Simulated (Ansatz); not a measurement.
Si, space group Im-3m, an equation of state with a fit

With Ansatz's Python interface.

Run as a notebook:

```python
import ansatz
from ase.eos import EquationOfState
from ase.units import GPa
import numpy as np

FUNCTIONAL = "pbe"
SMEARING = "cold"
WIDTH_EV = 0.1
KGRID = (5, 5, 5)
```

```python
vectors0 = np.array([
    [-3.33608, 3.33608, 3.33608],
    [3.33608, -3.33608, 3.33608],
    [3.33608, 3.33608, -3.33608],
])
sites = [
    ("Si", (0.75, 0.25, 0.5)),
    ("Si", (0.75, 0.5, 0.25)),
    ("Si", (0.5, 0.25, 0.75)),
    ("Si", (0.25, 0.5, 0.75)),
    ("Si", (0.25, 0.75, 0.5)),
    ("Si", (0.5, 0.75, 0.25)),
]


def on_lattice(cell):
    crystal = ansatz.Crystal(lattice=ansatz.Lattice.of(cell))
    for symbol, position in sites:
        crystal = crystal.atom(symbol, position)
    return crystal
```

```python
# uniform scaling of the cell
volumes, energies, pressures = [], [], []
for scale in np.linspace(0.88, 1.12, 7):
    cell = vectors0 * scale ** (1 / 3)
    model = (
        on_lattice(cell).calculation()
        .functional(FUNCTIONAL)
        .pseudopotentials("paw")
        .basis(31 * ansatz.Ry)
        .occupations(SMEARING, width=WIDTH_EV)
        .kpoints(*KGRID)
        .stress()
    )
    r = model.run().report
    volumes.append(abs(np.linalg.det(cell)) / len(sites))
    energies.append(r["free_energy_ev"] / len(sites))
    pressures.append(np.trace(r["stress_gpa"]) / 3)
    print(f"V = {volumes[-1]:8.4f} A^3/atom  F = {energies[-1]:.5f} eV/atom  P = {pressures[-1]:8.3f} GPa")
```

    V =  21.7822 A^3/atom  F = -635.44317 eV/atom  P =   14.477 GPa
    RunWarning: on these k-points the computed levels leave a gap of 0.2094 eV at the electron count, 2.1 widths of the cold smearing (0.1000 eV); against the step filling of these same bands (every [...]
    V =  22.7722 A^3/atom  F = -635.51659 eV/atom  P =    9.449 GPa
    V =  23.7623 A^3/atom  F = -635.56209 eV/atom  P =    5.331 GPa
    V =  24.7524 A^3/atom  F = -635.58431 eV/atom  P =    1.973 GPa
    V =  25.7425 A^3/atom  F = -635.58775 eV/atom  P =   -0.762 GPa
    V =  26.7326 A^3/atom  F = -635.57594 eV/atom  P =   -2.983 GPa
    V =  27.7227 A^3/atom  F = -635.55174 eV/atom  P =   -4.778 GPa

```python
eos = EquationOfState(volumes, energies, eos="vinet")
v0, e0, bulk = eos.fit()
print(f"V0 = {v0:.4f} A^3/atom, E0 = {e0:.5f} eV/atom, B = {bulk / GPa:.1f} GPa")
```

    V0 = 25.4482 A^3/atom, E0 = -635.58848 eV/atom, B = 67.4 GPa

A third-order Birch-Murnaghan fit through the 7 points (the script's own form differs a little) has its minimum at 25.45 Å³ an atom, 2.8 % above the typed cell, with a bulk modulus of 67 GPa. From that minimum the energy rises by 145.3 meV an atom on the compressed side and 36.7 meV on the expanded side.

Caveats:
- Total energies depend on the potentials; only differences at equal settings carry meaning.
- Shape and fractional positions are held along the curve, so the bulk modulus is an upper value where they are free to relax, by a factor of two or more in layered or hydrogen-bonded cells.
- Cold and Methfessel-Paxton smearing aren't meant for a gap as narrow as their width.
- Pressure is positive in compression.
- This isn't the structure that Si takes at ambient conditions.
- Warnings are shown shortened and without file and line.
- Wall time of the script: 26 s on 1 thread of Arm Neoverse N1, with other jobs on the host, peak memory 0.42 GiB.
